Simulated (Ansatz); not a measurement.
Input, command and steps of an Ansatz relaxation.

```yaml
crystal:
  lattice:
    - [3.128588136, 0.0, 0.0]
    - [-1.564294068, 2.7094368037, 0.0]
    - [0.0, 0.0, 5.016955]
  atoms:
    - { symbol: Al, position: [0.66666667, 0.33333333, 0.499287] }
    - { symbol: Al, position: [0.33333333, 0.66666667, 0.999287] }
    - { symbol: "N", position: [0.66666667, 0.33333333, 0.880713] }
    - { symbol: "N", position: [0.33333333, 0.66666667, 0.380713] }
basis:
  ecutwfc: 500
kpoints:
  mp_grid: { grid: [6, 6, 4] }
hamiltonian:
  xc: r2scan
scf:
  occupations: { method: gaussian, width: 0.1 }
  lower_state_search: "off"
output:
  forces: true
  stress: true
  eigenvalues: true
relax:
  adjacent_minimum: "off"
  f_tol: 0.04
  max_steps: 70
  cell: { stress_tol: 0.4 }
```

```bash
ansatz run input.yaml --threads 1 --pin off --max-ram 3072MiB --backend cpu --events-out ev --progress --plain --runs-dir out
```

These are results of DFT r2SCAN, scalar-relativistic, plane waves, PAW in Ansatz, not measurements.

Of 4 frames 3 are shown, positions in Å and forces in eV/Å; the SCF threshold varies from step to step. Steps run on the plane waves of an earlier cell, with a Pulay correction in the pressure. The basis is chosen afresh for the last frame, the zero of the energies, and at times for earlier ones too; energy and pressure step there, also at an unchanged geometry.

```xyz
4
Lattice="3.1286 0.0000 0.0000 -1.5643 2.7094 0.0000 0.0000 0.0000 5.0170" Properties=species:S:1:pos:R:3:forces:R:3 pbc="T T T" step=1 free_energy_over_end_meV_per_atom=3.18 pressure_GPa=-4.39
Al    1.5643    0.9031    2.5049    0.0000    0.0000    0.0032
Al    0.0000    1.8063    5.0134    0.0000    0.0000    0.0032
N     1.5643    0.9031    4.4185    0.0000    0.0000   -0.0034
N     0.0000    1.8063    1.9100    0.0000    0.0000   -0.0034
4
Lattice="3.1171 0.0000 0.0000 -1.5585 2.6995 0.0000 0.0000 0.0000 4.9966" Properties=species:S:1:pos:R:3:forces:R:3 pbc="T T T" step=2 free_energy_over_end_meV_per_atom=0.69 pressure_GPa=-2.13
Al    1.5585    0.8998    2.4945    0.0000    0.0000   -0.0005
Al    0.0000    1.7996    4.9928    0.0000    0.0000   -0.0005
N     1.5585    0.8998    4.4008    0.0000    0.0000    0.0004
N     0.0000    1.7996    1.9025    0.0000    0.0000    0.0004
4
Lattice="3.1064 0.0000 0.0000 -1.5532 2.6903 0.0000 0.0000 0.0000 4.9777" Properties=species:S:1:pos:R:3:forces:R:3 pbc="T T T" step=4 free_energy_over_end_meV_per_atom=0.00 pressure_GPa=0.07
Al    1.5532    0.8968    2.4848    0.0000    0.0000   -0.0026
Al    0.0000    1.7935    4.9737    0.0000    0.0000   -0.0026
N     1.5532    0.8968    4.3843    0.0000    0.0000    0.0024
N     0.0000    1.7935    1.8955    0.0000    0.0000    0.0024
```

It took 12 s on 1 thread of Arm Neoverse V2, with other jobs on the host, peak memory 0.39 GiB.

The k mesh is coarse.